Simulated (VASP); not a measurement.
## Si: relaxation of cell and atoms with rev-vdW-DF2

The system is Si.

```
CELL_PARAMETERS angstrom
2.62054 0.00000 0.00000
-1.31027 2.26946 0.00000
0.00000 0.00000 2.46635
ATOMIC_POSITIONS crystal
Si 0.00000 0.00000 0.00000
```

This isn't the form of Si at room conditions, which is diamond.

```
Program                : VASP 6.6.1
Task                   : relaxation of cell and atoms
Functional             : rev-vdW-DF2
Potentials or basis    : VASP PAW PBE potentials, release 64 (Si)
Cutoff                 : 600 eV
k mesh                 : 12 × 12 × 11
Occupations            : fermi-dirac, width 0.05 eV
Spin                   : no spin polarisation
Further INCAR settings : ALGO = Normal; EDIFF = 1e-06; IBRION = 2; EDIFFG = -0.01; NSW = 40; ISIF = 3
```

```yaml
Relaxed_volume: 15.14 Å³/atom
Relaxed_cell: a = 2.641 Å, b = 2.641 Å, c = 2.507 Å, α = 90.00°, β = 90.00°, γ = 120.00°
Space_group_after_relaxing_to_0.05_Å: P6/mmm (No. 191)
Energy_gained_by_relaxing: 6.2 meV/atom
Ionic_steps: 7
Pressure_after_relaxing: 0.0 GPa
Band_gap_on_the_k_mesh: none (metal or under the smearing width)
```

Step by step:
| step | energy change (eV) | largest force (eV/Å) | pressure (GPa) | volume (Å³) |
| --- | --- | --- | --- | --- |
| 1 | 0.0000 | 0.0000 | 3.67 | 14.67 |
| 2 | -0.0041 | 0.0000 | -1.73 | 15.39 |
| 3 | -0.0061 | 0.0000 | 0.10 | 15.12 |
| 4 | -0.0061 | 0.0000 | 0.15 | 15.11 |
| 5 | -0.0062 | 0.0000 | 0.03 | 15.14 |
| 6 | -0.0062 | 0.0000 | 0.07 | 15.13 |
| 7 | -0.0062 | 0.0000 | -0.03 | 15.14 |

Final structure:
```xyz
1
Lattice="2.6411 0.0000 0.0000 -1.3205 2.2872 0.0000 0.0000 0.0000 2.5068" Properties=species:S:1:pos:R:3 pbc="T T T"
Si    0.0000    0.0000    0.0000
```

Levels at points of the mesh, in eV from the Fermi level:
```
           k point  band 1  band 2  band 3  band 4  band 5
(0.00, 0.00, 0.00)  -13.79    7.45    7.56   10.17   10.17
(0.50, 0.00, 0.00)   -7.45   -6.53    5.13    6.64   12.25
```

Run time: 67 s on 1 thread of Intel(R) Xeon(R) Platinum 8488C (Sapphire Rapids), with other jobs on the host, peak memory 0.25 GiB.

Caveat: the PAW data sets were made with another functional, which shifts forces and pressure a little.
